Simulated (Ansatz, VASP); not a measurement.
Cd: VASP beside Ansatz

```xyz
1
Lattice="0.0000 2.2181 2.2181 2.2181 0.0000 2.2181 2.2181 2.2181 0.0000" Properties=species:S:1:pos:R:3 pbc="T T T"
Cd    0.0000    0.0000    0.0000
```

This isn't the form of Cd at room conditions, which is hcp.

Alike in both runs: task single point; functional PBEsol; k mesh 20 × 20 × 20; occupations gaussian, width 0.15 eV; no spin polarisation.

|  | VASP | Ansatz |
| --- | --- | --- |
| version | VASP 6.6.1 | Ansatz 0.2.0 |
| potentials or method | VASP PAW PBE potentials, release 64 (Cd) | scalar-relativistic, plane waves, PAW |
| plane-wave cutoff (eV) | 520 | 420 |
| valence electrons in the cell | 12 | 20 |

```tsv
	VASP	Ansatz	Ansatz less VASP
gap on the k mesh at the Fermi level (eV)	none	none	-
pressure (GPa)	-1.9	-2.2	-0.28
```

A gap of «none» marks a metal or a gap that the smearing closes. The two sets of potentials don't hold the same shells in valence.

Caveats: the PAW data sets were made with another functional, which shifts forces and pressure a little (VASP).
